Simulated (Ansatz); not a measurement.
Set up this calculation in Ansatz 0.2.0, as the native input.

```
Task                  : relaxation of cell and atoms
Functional            : PBE
Potentials or basis   : Ansatz PAW
Cutoff                : 420 eV (not typed: the program's choice for these potentials)
k mesh                : 8 × 8 × 6
Occupations           : fermi-dirac, width 0.05 eV
Spin                  : no spin polarisation
Target pressure       : 5 GPa
Target pressure (GPa) : 5
```

Crystal: CuO.

```
CELL_PARAMETERS angstrom
3.42205 0.00000 0.00000
0.00000 3.42205 0.00000
0.00000 0.00000 4.26046
ATOMIC_POSITIONS crystal
Cu 0.00000 0.50000 0.00000
Cu 0.50000 0.00000 0.50000
O 0.00000 0.00000 0.25000
O 0.00000 0.00000 0.75000
```

Measurements of this composition are mostly on another form, of space group No. 15.

These files were run (other wordings do the same):

input.yaml

```yaml
crystal:
  lattice:
    - [3.42205097, 0.0, 0.0]
    - [0.0, 3.42205097, 0.0]
    - [0.0, 0.0, 4.26046148]
  atoms:
    - { symbol: Cu, position: [0.0, 0.5, 0.0] }
    - { symbol: Cu, position: [0.5, 0.0, 0.5] }
    - { symbol: O, position: [0.0, 0.0, 0.25] }
    - { symbol: O, position: [0.0, 0.0, 0.75] }
hamiltonian:
  xc: pbe
  pseudopotentials: { kind: paw }
kpoints:
  mp_grid: { grid: [8, 8, 6] }
scf:
  occupations: { method: fermi_dirac, width: 0.05 }
output:
  forces: true
  stress: true
  eigenvalues: true
relax:
  f_tol: 0.01
  max_steps: 40
  cell: { stress_tol: 0.05, p_target: 5.0 }
```

Potentials or basis: Ansatz PAW.

Run with:

```bash
$ ansatz run input.yaml --threads 2 --pin off --max-ram 5632MiB --backend cpu --events-out ev --progress --plain --runs-dir out
```

It gave:

```
Relaxed volume                                         : 10.81 Å³/atom
Relaxed cell                                           : a = 2.900 Å, b = 2.900 Å, c = 5.145 Å, α = 90.00°, β = 90.00°, γ = 90.00°
Space group after relaxing (to 0.05 Å)                 : P4_2/mmc (No. 131)
Energy change on relaxing (the enthalpy is what falls) : -366.5 meV/atom
Ionic steps                                            : 13
Pressure after relaxing                                : 5.0 GPa
Band gap on the k mesh                                 : none (metal or under the smearing width)
```

Caveat: the plane-wave basis is chosen anew once the cell has moved, so the energies of steps on either side of that aren't comparable; the pressure holds a Pulay correction of +0.7 GPa for the finite cutoff; the run has no spin polarisation, though such a crystal can be magnetic; semilocal functionals often make such compounds metallic where correlation or magnetic order opens a gap, which also shifts bond lengths.

It took 25 s on 2 threads of Arm Neoverse V2, with other jobs on the host, peak memory 0.32 GiB.
